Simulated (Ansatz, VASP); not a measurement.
# Two plane-wave programs on MgS

INCAR

```
SYSTEM = MgS
  PREC = Accurate
  ENCUT = 520
  EDIFF = 1E-7
  ISMEAR = 0
  SIGMA = 0.01
  LREAL = .FALSE.
  LASPH = .TRUE.
  NELM = 80
  ALGO = Normal
  ISIF = 2
  LWAVE = .FALSE.
  LCHARG = .FALSE.
  GGA = PS
  NBANDS = 11
```

The input KPOINTS:

```
Automatic mesh
0
G
  6 6 6
  0 0 0
```

POSCAR

```
MgS
1.0
    0.0000000000      2.6015179373      2.6015179373
    2.6015179373      0.0000000000      2.6015179373
    2.6015179373      2.6015179373      0.0000000000
Mg S
1 1
Direct
    0.0000000000      0.0000000000      0.0000000000
    0.5000000000      0.5000000000      0.5000000000
```

Input for Ansatz:

```yaml
crystal:
  lattice:
    - [0.0, 2.6015179373, 2.6015179373]
    - [2.6015179373, 0.0, 2.6015179373]
    - [2.6015179373, 2.6015179373, 0.0]
  atoms:
    - { symbol: Mg, position: [0.0, 0.0, 0.0] }
    - { symbol: S, position: [0.5, 0.5, 0.5] }
kpoints:
  mp_grid: { grid: [6, 6, 6] }
hamiltonian:
  xc: pbesol
scf:
  occupations: { method: fixed }
  n_extra_bands: 4
  max_iter: 75
output:
  forces: true
  stress: true
  eigenvalues: true
basis:
  ecutrho_ratio: 12
```

Alike in both runs: task single point; functional PBEsol; k mesh 6 × 6 × 6; no spin polarisation.

```csv
,VASP,Ansatz
version,VASP 6.6.1,Ansatz 0.2.0
potentials or method,"VASP PAW PBE potentials, release 64 (Mg, S)",plane waves
plane-wave cutoff (eV),520,420
occupations,"gaussian, width 0.01 eV",fixed
valence electrons in the cell,8,16
```

```csv
,VASP,Ansatz,Ansatz less VASP
gap on the k mesh at the Fermi level (eV),2.70,2.70,-0.002
pressure (GPa),-1.1,-0.9,+0.20
```

The two sets of potentials don't hold the same shells in valence.

Caveats: the PAW data sets were made with another functional, which shifts forces and pressure a little (VASP). A k mesh can miss the band edges.
